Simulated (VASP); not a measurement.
Pt: single point with PBE

The system is Pt.

```
Pt
1.0
    -1.58219    1.58219    1.58219
     1.58219   -1.58219    1.58219
     1.58219    1.58219   -1.58219
Pt
1
Direct
  0.00000 0.00000 0.00000
```

The cell was built by a generator and needn't be a form met in nature.

```
Program             : VASP 6.6.1
Task                : single point
Functional          : PBE
Potentials or basis : VASP PAW PBE potentials, release 64 (Pt)
Cutoff              : 520 eV
k mesh              : 18 × 18 × 18
Occupations         : gaussian, width 0.05 eV
Spin                : non-collinear spin, zero start, spin-orbit coupling
Starting moments    : [[0.0, 0.0, 0.0]] μB
```

* Pressure: -0.2 GPa
* Net moment: 0.00 μB per cell
* Valence electrons inside the program's atomic spheres: Pt 9.19

Moments on the atoms (μB; x, y, z):
```
Pt  0.00 0.00 0.00
```

Wall time 52 s on 1 thread of Intel(R) Xeon(R) 6975P-C (Granite Rapids), on a shared host, peak memory 0.22 GiB.
